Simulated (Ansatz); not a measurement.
**Copper, diamond under revPBE: ground state and equation of state, part 1 of 2**

What does revPBE give for copper in the diamond structure? We relax it, solve it on a dense k-mesh, then scale the cell to 7 volumes from 88 to 112 % of the relaxed one and try a fit of the equation of state. Spin polarisation is left out. The k-meshes are 11×11×11 for the relaxation; 16×16×16 for the dense run; 11×11×11 for the volumes.

This is Cu in the diamond structure; at room conditions it is fcc.

Program: Ansatz 0.2.0. Level of theory: DFT revPBE, plane waves (420 eV) with PAW, scalar-relativistic; the PAW data stem from PBE, with regenerated cores. These are calculated values, not measurements.

### 1 Starting point

The structure is cubic, space group Fd-3m (No. 227). Conventional cell: a = 5.034 Å, b = 5.034 Å, c = 5.034 Å, α = 90.00°, β = 90.00°, γ = 90.00°. Around Cu (site symmetry -43m) lie 4 Cu at 2.18 Å.

Structure file:

```
CELL_PARAMETERS angstrom
0.00000 2.51687 2.51687
2.51687 0.00000 2.51687
2.51687 2.51687 0.00000
ATOMIC_POSITIONS crystal
Cu 0.12500 0.12500 0.12500
Cu 0.87500 0.87500 0.87500
```

### 2 Relaxing cell and atoms

input.yaml reads:

```yaml
crystal:
  lattice:
    - [0.0, 2.5168736955, 2.5168736955]
    - [2.5168736955, 0.0, 2.5168736955]
    - [2.5168736955, 2.5168736955, 0.0]
  atoms:
    - { symbol: Cu, position: [0.125, 0.125, 0.125] }
    - { symbol: Cu, position: [0.875, 0.875, 0.875] }
hamiltonian:
  xc: revpbe
  pseudopotentials:
    kind: paw
    azcp:
      Cu: "pseudopotentials/Cu.paw.azcp"
basis:
  ecutwfc: 420
  fft_grid_basis: typed
kpoints:
  mp_grid: { grid: [11, 11, 11], shift: [0, 0, 0] }
magnetization:
  spin_polarized: false
scf:
  occupations: { method: fermi_dirac, width: 0.1 }
relax:
  max_steps: 60
  f_tol: 0.01
  cell: {}
```

Standard output:

```text
Warning: RAYON_NUM_THREADS=2 ignored (pool sized by the plan → 2); use --threads N
Engine: ansatz 0.2.0, aarch64-unknown-linux-gnu
Pseudopotentials: kind: paw
Pseudopotential: Cu, paw, valence charge 19, recommended cutoff 420 eV (normal), <dir>
Functional definition: revPBE
  parameter kappa = 1.245
  parameter beta = 0.06672455060314922
  exchange = pbe_x(kappa = kappa, mu = beta*pi^2/3)
  correlation = pbe_c(beta = beta)
Crystal: 2 atoms, lattice volume = 31.887 Å³
Basis set: ecut = 420 eV, 609 PW (Γ), exchange–correlation on 48×48×48 points (8 copies of the dense FFT grid, shifted against one another)
Bands: 23, of which v1, the nominal top of the filled ones, is band 19 counted from 1 (18 counted from 0)
Symmetry: 48 space group operations
Space group: Fd-3m (ITA 227), of the structure as read, at distance tolerance 3.2e-5 Å
k-points: 56 of 1331
Non-local potential: Cu, projectors of the file, l = 0: 3, l = 1: 2, l = 2: 3, l = 3: 1
PAW form: soft (Blöchl's): semilocal exchange-correlation on the pseudo side does not see the compensation charge
PAW frozen core: Cu, regenerated for the run's functional, and the local potential with it (the file was generated under x = pbe(κ = 0.804, μ = 0.2195149727645171), c = pbe(β = 0.06672455060314922))
PAW one-centre angular grid: Cu, 590 points (default); XC on 64 Gauss nodes
Initial density: superposition of atomic densities (neutral atoms: chi_scale 0, normalization atom), corrected by the library's trained network
Initial wavefunctions: pseudopotential atomic-orbital guess
Functional: x = revpbe(κ = 1.245, μ = 0.2195149727645171), c = pbe(β = 0.06672455060314922)
SCF iter   1: F=—  HF=-13255.431439 eV  |F-HF|=—  |Δ(HF+E_count)|=         —  Δρ=9.34e-3  dr2=1.60e-2  ethr=1.77e-3  ⟨swp⟩=5.5  Hψ=4885  notcnv=0
preconditioner: auto → Kerker (q_TF=auto, 2.809 Å⁻¹)  [metal: Δε(μ)=0.062 eV  Ē_g=8.832 eV  σ=0.100 eV  W_gap=0.15  n_scr=14 (ndim 8)  ℏωp=30.8 eV  f_vac=0.061  D(μ)=0.77/eV (n_scr^D=0)]
SCF iter   2: F=—  HF=-13255.430673 eV  |F-HF|=—  |Δ(HF+E_count)|=   7.66e-4  Δρ=5.37e-3  dr2=3.95e-3  ethr=4.20e-5  ⟨swp⟩=2.0  Hψ=2544  notcnv=0
SCF iter   3: F=—  HF=-13255.428843 eV  |F-HF|=—  |Δ(HF+E_count)|=   1.83e-3  Δρ=1.33e-3  dr2=4.36e-4  ethr=1.04e-5  ⟨swp⟩=2.1  Hψ=1929  notcnv=0
SCF iter   4: F=—  HF=-13255.428829 eV  |F-HF|=—  |Δ(HF+E_count)|=   1.49e-5  Δρ=3.08e-4  dr2=9.50e-6  ethr=1.15e-6  ⟨swp⟩=2.1  Hψ=1743  notcnv=0
SCF iter   5: F=—  HF=-13255.428858 eV  |F-HF|=—  |Δ(HF+E_count)|=   2.95e-5  Δρ=1.66e-4  dr2=3.19e-6  ethr=2.50e-8  ⟨swp⟩=2.0  Hψ=2355  notcnv=0
SCF iter   6: F=—  HF=-13255.428861 eV  |F-HF|=—  |Δ(HF+E_count)|=   3.30e-6  Δρ=3.14e-5  dr2=1.85e-7  ethr=8.38e-9  ⟨swp⟩=2.0  Hψ=1906  notcnv=0
SCF iter   7: F=-13255.428862 eV  HF=-13255.428862 eV  |F-HF|=2.40e-8  |Δ(HF+E_count)|=   3.00e-7  Δρ=7.86e-6  dr2=1.32e-8  ethr=2.63e-10  ⟨swp⟩=4.0  Hψ=4245  notcnv=0
SCF 1 converged in 7 iterations: F = -13255.428862 eV  dr2 = 1.32e-8
relax step   1: F+E_penalty+E_count = -13255.42886178 eV  Δ(F+E_penalty+E_count) = +0.000e0 eV  max|allowed force component| = 2.313e-17 eV/Å  Δτ_max = 0.0000 Å  P = +18.411 GPa  Ω = 31.887 Å³  (7 SCF iters, dr2 threshold 1.00e-7 eV, accepted)
Crystal: 2 atoms, lattice volume = 34.755 Å³
Basis set: ecut = 420 eV, 645 PW (Γ), exchange–correlation on 48×48×48 points (8 copies of the dense FFT grid, shifted against one another)
Initial density: handed on by an earlier stage of this run
Initial wavefunctions: those handed on with the density
iter 1 solved again at ethr=2.89e-4 eV; its pass at ethr=3.10e-3 eV (dr2=1.10e-1 eV) is discarded
SCF iter   1: F=—  HF=-13255.688623 eV  |F-HF|=—  |Δ(HF+E_count)|=         —  Δρ=2.15e-2  dr2=1.11e-1  ethr=2.89e-4  ⟨swp⟩=1.0  Hψ=6431  notcnv=0
preconditioner: auto → Kerker (q_TF=auto, 2.769 Å⁻¹)  [metal: Δε(μ)=0.054 eV  Ē_g=8.473 eV  σ=0.100 eV  W_gap=0.13  n_scr=14 (ndim 8)  ℏωp=29.5 eV  f_vac=0.097  D(μ)=0.78/eV (n_scr^D=0)]
SCF iter   2: F=—  HF=-13255.677348 eV  |F-HF|=—  |Δ(HF+E_count)|=   1.13e-2  Δρ=1.21e-2  dr2=1.79e-2  ethr=2.89e-4  ⟨swp⟩=2.0  Hψ=2096  notcnv=0
SCF iter   3: F=—  HF=-13255.667708 eV  |F-HF|=—  |Δ(HF+E_count)|=   9.64e-3  Δρ=3.94e-3  dr2=6.03e-3  ethr=4.71e-5  ⟨swp⟩=2.1  Hψ=2492  notcnv=0
SCF iter   4: F=—  HF=-13255.666423 eV  |F-HF|=—  |Δ(HF+E_count)|=   1.29e-3  Δρ=1.38e-3  dr2=3.38e-4  ethr=1.59e-5  ⟨swp⟩=2.1  Hψ=1769  notcnv=0
SCF iter   5: F=—  HF=-13255.666852 eV  |F-HF|=—  |Δ(HF+E_count)|=   4.29e-4  Δρ=4.26e-4  dr2=5.95e-5  ethr=8.89e-7  ⟨swp⟩=2.0  Hψ=2147  notcnv=0
SCF iter   6: F=—  HF=-13255.666827 eV  |F-HF|=—  |Δ(HF+E_count)|=   2.52e-5  Δρ=2.07e-4  dr2=1.81e-5  ethr=1.57e-7  ⟨swp⟩=2.0  Hψ=2216  notcnv=0
SCF iter   7: F=—  HF=-13255.666826 eV  |F-HF|=—  |Δ(HF+E_count)|=   6.02e-7  Δρ=2.90e-5  dr2=3.24e-7  ethr=4.77e-8  ⟨swp⟩=2.5  Hψ=1739  notcnv=0
SCF iter   8: F=-13255.666827 eV  HF=-13255.666827 eV  |F-HF|=8.45e-9  |Δ(HF+E_count)|=   4.39e-7  Δρ=1.05e-5  dr2=2.59e-8  ethr=5.26e-10  ⟨swp⟩=4.0  Hψ=4355  notcnv=0
SCF 2 converged in 8 iterations: F = -13255.666827 eV  dr2 = 2.59e-8
relax step   2: F+E_penalty+E_count = -13255.66682669 eV  Δ(F+E_penalty+E_count) = -2.380e-1 eV  max|allowed force component| = 1.156e-16 eV/Å  Δτ_max = 0.0000 Å  P = +9.038 GPa  Ω = 34.755 Å³  energy of the carried Pulay correction = -1.527e-3 eV  (8 SCF iters, dr2 threshold 2.00e-7 eV, accepted)
Crystal: 2 atoms, lattice volume = 38.049 Å³
Basis set: ecut = 420 eV, 725 PW (Γ), exchange–correlation on 48×48×48 points (8 copies of the dense FFT grid, shifted against one another)
iter 1 solved again at ethr=3.63e-4 eV; its pass at ethr=3.10e-3 eV (dr2=1.38e-1 eV) is discarded
SCF iter   1: F=—  HF=-13255.802321 eV  |F-HF|=—  |Δ(HF+E_count)|=         —  Δρ=2.34e-2  dr2=1.43e-1  ethr=3.63e-4  ⟨swp⟩=1.1  Hψ=6570  notcnv=0
preconditioner: auto → Kerker (q_TF=auto, 2.728 Å⁻¹)  [metal: Δε(μ)=0.055 eV  Ē_g=7.955 eV  σ=0.100 eV  W_gap=0.14  n_scr=14 (ndim 8)  ℏωp=28.2 eV  f_vac=0.133  D(μ)=0.79/eV (n_scr^D=0)]
SCF iter   2: F=—  HF=-13255.790331 eV  |F-HF|=—  |Δ(HF+E_count)|=   1.20e-2  Δρ=1.40e-2  dr2=2.80e-2  ethr=3.63e-4  ⟨swp⟩=2.3  Hψ=2237  notcnv=0
SCF iter   3: F=—  HF=-13255.776410 eV  |F-HF|=—  |Δ(HF+E_count)|=   1.39e-2  Δρ=4.38e-3  dr2=8.03e-3  ethr=7.38e-5  ⟨swp⟩=2.4  Hψ=2642  notcnv=0
SCF iter   4: F=—  HF=-13255.774326 eV  |F-HF|=—  |Δ(HF+E_count)|=   2.08e-3  Δρ=1.23e-3  dr2=3.53e-4  ethr=2.11e-5  ⟨swp⟩=2.2  Hψ=1817  notcnv=0
SCF iter   5: F=—  HF=-13255.774834 eV  |F-HF|=—  |Δ(HF+E_count)|=   5.09e-4  Δρ=4.84e-4  dr2=6.41e-5  ethr=9.29e-7  ⟨swp⟩=2.0  Hψ=2125  notcnv=0
SCF iter   6: F=—  HF=-13255.774768 eV  |F-HF|=—  |Δ(HF+E_count)|=   6.67e-5  Δρ=2.32e-4  dr2=2.75e-5  ethr=1.69e-7  ⟨swp⟩=2.0  Hψ=2293  notcnv=0
SCF iter   7: F=—  HF=-13255.774767 eV  |F-HF|=—  |Δ(HF+E_count)|=   1.03e-6  Δρ=3.13e-5  dr2=4.35e-7  ethr=7.25e-8  ⟨swp⟩=2.6  Hψ=1828  notcnv=0
SCF iter   8: F=-13255.774767 eV  HF=-13255.774767 eV  |F-HF|=2.64e-8  |Δ(HF+E_count)|=   6.93e-7  Δρ=1.06e-5  dr2=2.92e-8  ethr=5.26e-10  ⟨swp⟩=4.4  Hψ=4502  notcnv=0
SCF 3 converged in 8 iterations: F = -13255.774767 eV  dr2 = 2.92e-8
relax step   3: F+E_penalty+E_count = -13255.77476739 eV  Δ(F+E_penalty+E_count) = -1.079e-1 eV  max|allowed force component| = 8.789e-17 eV/Å  Δτ_max = 0.0000 Å  P = +2.109 GPa  Ω = 38.049 Å³  energy of the carried Pulay correction = -3.126e-3 eV  (8 SCF iters, dr2 threshold 2.00e-7 eV, accepted)
[... 11 lines left out ...]
relax step   4: F+E_penalty+E_count = -13255.78237530 eV  Δ(F+E_penalty+E_count) = -7.608e-3 eV  max|allowed force component| = 7.170e-17 eV/Å  Δτ_max = 0.0000 Å  P = -0.295 GPa  Ω = 39.560 Å³  energy of the carried Pulay correction = -3.812e-3 eV  (6 SCF iters, dr2 threshold 2.00e-7 eV, accepted)
[... 9 lines left out ...]
relax step   5: F+E_penalty+E_count = -13255.78264219 eV  Δ(F+E_penalty+E_count) = -2.669e-4 eV  max|allowed force component| = 7.980e-17 eV/Å  Δτ_max = 0.0000 Å  P = -0.007 GPa  Ω = 39.368 Å³  energy of the carried Pulay correction = -3.726e-3 eV  (5 SCF iters, dr2 threshold 2.00e-7 eV, accepted)
[... 15 lines left out ...]
relax step   6: F+E_penalty+E_count = -13255.79046156 eV  Δ(F+E_penalty+E_count) = -7.819e-3 eV  max|allowed force component| = 6.592e-17 eV/Å  Δτ_max = 0.0000 Å  P = +0.483 GPa  Ω = 39.368 Å³  stress off target by 4.83e-1 GPa  SCF on the basis re-selected at this cell (its energy is not comparable with the rows above)  (10 SCF iters)
[... 11 lines left out ...]
relax step   7: F+E_penalty+E_count = -13255.79087545 eV  Δ(F+E_penalty+E_count) = -4.139e-4 eV  max|allowed force component| = 9.252e-17 eV/Å  Δτ_max = 0.0000 Å  P = +0.097 GPa  Ω = 39.689 Å³  energy of the carried Pulay correction = -1.622e-4 eV  (6 SCF iters, dr2 threshold 2.00e-7 eV, accepted)
[... 9 lines left out ...]
relax step   8: F+E_penalty+E_count = -13255.79086080 eV  Δ(F+E_penalty+E_count) = +1.465e-5 eV  max|allowed force component| = 6.014e-17 eV/Å  Δτ_max = 0.0000 Å  P = +0.010 GPa  Ω = 39.763 Å³  energy of the carried Pulay correction = -2.015e-4 eV  (5 SCF iters, dr2 threshold 2.33e-8 eV, accepted)
iter 1 solved again at ethr=1.54e-8 eV; its pass at ethr=3.10e-3 eV (dr2=5.87e-6 eV) is discarded
SCF iter   1: F=—  HF=-13255.791038 eV  |F-HF|=—  |Δ(HF+E_count)|=         —  Δρ=2.24e-5  dr2=2.32e-8  ethr=1.54e-8  ⟨swp⟩=3.1  Hψ=8843  notcnv=0
preconditioner: auto → none  [metal: Δε(μ)=0.052 eV  Ē_g=7.548 eV  σ=0.100 eV  W_gap=0.13  n_scr=14 (ndim 8)  ℏωp=27.6 eV  f_vac=0.156  D(μ)=0.85/eV (n_scr^D=0)]
SCF iter   2: F=—  HF=-13255.791044 eV  |F-HF|=—  |Δ(HF+E_count)|=   5.66e-6  Δρ=3.69e-5  dr2=3.37e-7  ethr=6.10e-11  ⟨swp⟩=2.0  Hψ=2374  notcnv=0
SCF iter   3: F=—  HF=-13255.791044 eV  |F-HF|=—  |Δ(HF+E_count)|=  8.68e-10  Δρ=2.70e-5  dr2=1.46e-7  ethr=6.10e-11  ⟨swp⟩=2.1  Hψ=2375  notcnv=0
SCF iter   4: F=—  HF=-13255.791044 eV  |F-HF|=—  |Δ(HF+E_count)|=   3.41e-8  Δρ=2.06e-6  dr2=5.51e-10  ethr=6.10e-11  ⟨swp⟩=2.0  Hψ=2355  notcnv=0
SCF iter   5: F=-13255.791044 eV  HF=-13255.791044 eV  |F-HF|=3.64e-12  |Δ(HF+E_count)|=  6.38e-10  Δρ=1.52e-7  dr2=4.31e-12  ethr=1.00e-12  ⟨swp⟩=4.1  Hψ=6608  notcnv=0
SCF 9 converged in 5 iterations: F = -13255.791044 eV  dr2 = 4.31e-12
relax step   9: F+E_penalty+E_count = -13255.79104392 eV  Δ(F+E_penalty+E_count) = -1.831e-4 eV  max|allowed force component| = 6.476e-17 eV/Å  Δτ_max = 0.0000 Å  P = -0.003 GPa  Ω = 39.763 Å³  stress off target by 3.06e-3 GPa  SCF on the basis re-selected at this cell (its energy is not comparable with the rows above)  (5 SCF iters)
basis re-selected at this cell: Δ(F+E_penalty+E_count) = -1.831e-4 eV, ΔP = -0.013 GPa vs the last step (what re-selecting the basis moved, of the pressure what is left beyond the Pulay correction that the steps carried, after the strain that the cell walked since its last selection, with what the two solves' SCF thresholds leave and, on support functions, any second-order correction that the steps lacked; it is no measure of the basis error at this ecutwfc). This SCF's stress stands 3.06e-3 GPa from its target on what of the cell is left free (relax.cell.stress_tol is 5.00e-2 GPa) and its largest allowed force component is 6.48e-17 eV/Å (relax.f_tol is 1.00e-2 eV/Å): within both
SCF converged after 5 iterations
Free energy (F): -13255.791044 eV
Harris-Foulkes:  -13255.791044 eV  (|F-HF|=3.64e-12)
Internal energy: -13255.763889 eV  (E = F + TS)
E sigma→0 (E₀):  -13255.777467 eV
Entropy (-TS):   -0.027155 eV (-13.577 meV/atom)
Fermi energy:    8.062793 eV
--- Per-component energies (eV) ---
  E_band       = -1023.631479
  E_kinetic    = 598.261385
  E_local      = -10648.226667  (includes V_loc(G=0)·N_el)
  E_nonlocal   = 788.565963
  E_hartree    = 4691.288942
  E_xc         = -175.117056
  E_vxc        = -225.251820  (∫ρ·V_xc dr)
  E_paw        = -3342.242704  (= ΣΔE_a)
  E_vpaw       = -919.558591  (= ΣTr[D̂ρ^β])
  E_aug_tail   = 0.000628  (compensation charges beyond the density's cutoff)
  E_ewald      = -5168.234474
  E_core_change = -0.059906  (= ΣΔE_core)
  E_smearing   = -0.027155  (= −TS)
  E_closure    = 0.000000  (closes the sum)
  Σ components = -13255.791044   (vs F -13255.791044, Δ=0.00e0)
--- Forces (eV/Å), atoms counted from 1 ---
  atom   1  Cu     0.00000000     0.00000000     0.00000000
  atom   2  Cu    -0.00000000    -0.00000000    -0.00000000
  max |Σ_I F_I| component: 2.78e-17 eV/Å
--- Stress (GPa, compression-positive) ---
       -0.003065       0.000000       0.000000
        0.000000      -0.003065       0.000000
        0.000000       0.000000      -0.003065
  P = ⅓ Tr σ = -0.0031 GPa (-0.031 kbar)
--- Relaxed structure (7 steps of the walk, 7 accepted, 2 SCFs on fresh bases) ---
  F+E_penalty+E_count = -13255.79104392 eV   max|allowed force component| = 6.476e-17 eV/Å   (the final SCF, on the basis selected at the relaxed cell)
  cell:  # Å, volume = 39.7633 Å³
    - [1.882103407892075e-33, 2.7090529345934407, 2.7090529345934407]
    - [2.7090529345934407, 4.181389311253676e-33, 2.7090529345934407]
    - [2.7090529345934407, 2.7090529345934407, 1.6751035558144245e-33]
  atoms:
    - { symbol: Cu, position: [0.125, 0.125, 0.125] }
    - { symbol: Cu, position: [0.875, 0.875, 0.875] }
```

Wall time 9.9 s (2 threads of Arm Neoverse V2, shared host); peak memory 0.35 GiB.

Relaxation path:

| step | energy change (meV/atom) | largest force (eV/Å) | pressure (GPa) | volume (Å³/atom) |
| --- | --- | --- | --- | --- |
| 1 | 0.00 | 0.0000 | 18.41 | 15.944 |
| 2 | -118.98 | 0.0000 | 9.04 | 17.377 |
| 3 | -172.95 | 0.0000 | 2.11 | 19.025 |
| 4 | -176.76 | 0.0000 | -0.30 | 19.780 |
| 5 | -176.89 | 0.0000 | -0.01 | 19.684 |
| 6 | -180.80 | 0.0000 | 0.48 | 19.684 |
| 7 | -181.01 | 0.0000 | 0.10 | 19.844 |
| 8 | -181.00 | 0.0000 | 0.01 | 19.882 |
| 9 | -181.09 | 0.0000 | 0.00 | 19.882 |

Steps that repeat a cell are solved on a basis chosen anew, so their changes of energy are no gain of the relaxation.

Changes in the cell that was computed:

|  | before | after | change |
| --- | --- | --- | --- |
| a (Å) | 3.559 | 3.831 | +7.6 % |
| b (Å) | 3.559 | 3.831 | +7.6 % |
| c (Å) | 3.559 | 3.831 | +7.6 % |
| volume (Å³/atom) | 15.944 | 19.882 | +24.7 % |
| shortest distance (Å) | 2.180 | 2.346 | +7.6 % |
| space group (spins left aside) | Fd-3m | Fd-3m | same |

### 3 The energy on a finer k-mesh

input.yaml reads:

```yaml
crystal:
  lattice:
    - [0.0, 2.7090529346, 2.7090529346]
    - [2.7090529346, 0.0, 2.7090529346]
    - [2.7090529346, 2.7090529346, 0.0]
  atoms:
    - { symbol: Cu, position: [0.125, 0.125, 0.125] }
    - { symbol: Cu, position: [0.875, 0.875, 0.875] }
hamiltonian:
  xc: revpbe
  pseudopotentials:
    kind: paw
    azcp:
      Cu: "pseudopotentials/Cu.paw.azcp"
basis:
  ecutwfc: 420
  fft_grid_basis: typed
kpoints:
  mp_grid: { grid: [16, 16, 16], shift: [0, 0, 0] }
magnetization:
  spin_polarized: false
scf:
  occupations: { method: fermi_dirac, width: 0.1 }
```

Standard output, cut to the lines that bear on the results:

```text
Warning: RAYON_NUM_THREADS=2 ignored (pool sized by the plan → 2); use --threads N
[...]
Pseudopotentials: kind: paw
Pseudopotential: Cu, paw, valence charge 19, recommended cutoff 420 eV (normal), <dir>
Functional definition: revPBE
[...]
Crystal: 2 atoms, lattice volume = 39.763 Å³
Basis set: ecut = 420 eV, 749 PW (Γ)
Bands: 23, of which v1, the nominal top of the filled ones, is band 19 counted from 1 (18 counted from 0)
Symmetry: 48 space group operations
Space group: Fd-3m (ITA 227), of the structure as read, at distance tolerance 3.4e-5 Å
k-points: 145 of 4096
[...]
SCF iter   1: F=—  HF=-13255.795897 eV  |F-HF|=—  |Δ(HF+E_count)|=         —  Δρ=1.10e-2  dr2=3.01e-2  ethr=1.77e-3  ⟨swp⟩=5.4  Hψ=12632  notcnv=0
[...]
SCF iter   6: F=-13255.790498 eV  HF=-13255.790498 eV  |F-HF|=1.61e-8  |Δ(HF+E_count)|=   9.49e-7  Δρ=1.18e-5  dr2=5.57e-8  ethr=2.63e-10  ⟨swp⟩=2.0  Hψ=10124  notcnv=0
[...]
SCF converged after 6 iterations
Free energy (F): -13255.790498 eV
[...]
E sigma→0 (E₀):  -13255.777144 eV
Entropy (-TS):   -0.026708 eV (-13.354 meV/atom)
Fermi energy:    8.065525 eV
[...]
```

It took 2.5 s on 2 threads of Arm Neoverse V2, shared host; peak memory 0.35 GiB.

### 4 The cell scaled to 88 % of its volume

input.yaml reads:

```yaml
crystal:
  lattice:
    - [0.0, 2.5960420049, 2.5960420049]
    - [2.5960420049, 0.0, 2.5960420049]
    - [2.5960420049, 2.5960420049, 0.0]
  atoms:
    - { symbol: Cu, position: [0.125, 0.125, 0.125] }
    - { symbol: Cu, position: [0.875, 0.875, 0.875] }
hamiltonian:
  xc: revpbe
  pseudopotentials:
    kind: paw
    azcp:
      Cu: "pseudopotentials/Cu.paw.azcp"
basis:
  ecutwfc: 420
  fft_grid_basis: typed
kpoints:
  mp_grid: { grid: [11, 11, 11], shift: [0, 0, 0] }
magnetization:
  spin_polarized: false
scf:
  occupations: { method: fermi_dirac, width: 0.1 }
  lower_state_search: "off"
output:
  stress: true
  write_density: true
  write_potential: true
  elf: true
  volumetric_format: npy
```

Standard output, cut to the lines that bear on the results:

```text
Warning: RAYON_NUM_THREADS=2 ignored (pool sized by the plan → 2); use --threads N
[...]
Pseudopotentials: kind: paw
Pseudopotential: Cu, paw, valence charge 19, recommended cutoff 420 eV (normal), <dir>
Functional definition: revPBE
[...]
Crystal: 2 atoms, lattice volume = 34.992 Å³
Basis set: ecut = 420 eV, 701 PW (Γ)
Bands: 23, of which v1, the nominal top of the filled ones, is band 19 counted from 1 (18 counted from 0)
Symmetry: 48 space group operations
Space group: Fd-3m (ITA 227), of the structure as read, at distance tolerance 3.3e-5 Å
k-points: 56 of 1331
[...]
SCF iter   1: F=—  HF=-13255.684790 eV  |F-HF|=—  |Δ(HF+E_count)|=         —  Δρ=1.01e-2  dr2=2.15e-2  ethr=1.77e-3  ⟨swp⟩=5.4  Hψ=4859  notcnv=0
[...]
SCF iter   7: F=-13255.681019 eV  HF=-13255.681019 eV  |F-HF|=4.60e-8  |Δ(HF+E_count)|=   1.00e-7  Δρ=1.42e-5  dr2=9.48e-8  ethr=2.63e-10  ⟨swp⟩=6.0  Hψ=7725  notcnv=0
[...]
SCF converged after 7 iterations
Free energy (F): -13255.681019 eV
[...]
E sigma→0 (E₀):  -13255.668167 eV
Entropy (-TS):   -0.025705 eV (-12.853 meV/atom)
Fermi energy:    9.840679 eV
[...]
--- Stress (GPa, compression-positive) ---
        8.418835       0.000000      -0.000000
       -0.000000       8.418835       0.000000
       -0.000000       0.000000       8.418835
  P = ⅓ Tr σ = 8.4188 GPa (84.188 kbar)
--- Band table (eV; the first three rows and the last of 56) ---
  k-point 0: bands = ["-102.5013", "-102.4482", "-59.8687", "-59.8687", "-59.8687", "-59.7447", "-59.7447", "-59.7447", "3.0519", "6.5798", "6.5798", "6.5798", "6.5874", "6.5874", "7.8165", "7.8165", "7.8165", "8.5648", "8.5648", "20.2052", "20.2052", "20.2052", "21.0275"]
[...]
```

Wall time 1.8 s (2 threads of Arm Neoverse V2, shared host); peak memory 0.31 GiB.

Axes a, b and c in the maps are those of this run's conventional cell (a, b, c = 5.192, 5.192, 5.192 Å).

Density in a lattice plane of the grid's cell (edges 5.19 and 5.19 Å, at 0.125 of the third edge), which holds Cu.

Ten even steps from ' ' (0.04 e/Å³) to '@' (49.60 e/Å³):
```
                                                
                                                
                                                
                                                
                                                
                            ::--::..            
                          ::**@@##::            
                          ::**@@**::            
                            ::--::..            
                                                
                                                
                                                
                                                
                                                
                                                
    ::--::..                                    
  ::**@@##::                                    
  ::**@@**::                                    
    ::--::..                                    
                                                
```
Columns run along the first of these edges and rows up along the second, over one cell in 24 and 20 even steps from the bottom left corner. Atoms in the plane (fractional): Cu at (0.12, 0.12), Cu at (0.62, 0.62).

ELF in the same plane.

Ten even steps from '0' (0.08) to '9' (0.86):
```
111111111111111111111121
111111111111111111111111
111111111111111111111111
111111111121111111111111
000000011111111211111111
000000011111124542111111
000000011111148984211111
000000011111148984211111
000000011111124542111111
000000011111111111111111
111111111121111111111111
111111111111111111111111
111111111111111111111111
111111111111111111111121
111211111111000000011111
124542111111000000011111
148984211111000000011111
148984211111000000011111
124542111111000000011111
111111111111000000011111
```
Columns run along the first of these edges and rows up along the second, over one cell in 24 and 20 even steps from the bottom left corner. Atoms in the plane (fractional): Cu at (0.12, 0.12), Cu at (0.62, 0.62).

Both are smooth fields of the valence electrons: close to the nuclei they are not physical.

(Continued in part 2 of 2.)
